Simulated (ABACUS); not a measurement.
Crystal: Pt.

```xyz
1
Lattice="-1.9609 0.0000 1.9609 0.0000 1.9609 1.9609 -1.9609 1.9609 0.0000" Properties=species:S:1:pos:R:3 pbc="T T T"
Pt    0.0000    0.0000    0.0000
```

Base run:

| Property | Result |
| --- | --- |
| Program | ABACUS 3.10.1 |
| Functional | r2SCAN |
| Potentials or basis | SG15 ONCV 1.2 PBE |
| Cutoff | 1320 eV |
| Density cutoff | 5279 eV |
| Basis | plane waves |
| k mesh | 8 × 8 × 8 |
| Occupations | fermi-dirac, width 0.05 eV |
| Spin | no spin polarisation |

Its results: band gap on the k mesh none (metal or under the smearing width); pressure 3.3 GPa.

Q: The run is repeated on the same cell with these changes: functional from r2SCAN to revTPSS. What comes out?

A: Band gap on the k mesh none (metal or under the smearing width); pressure -1.2 GPa.

Caveats: the potentials were made for another functional, which shifts forces and pressure.

Not every run made on this cell is shown here.
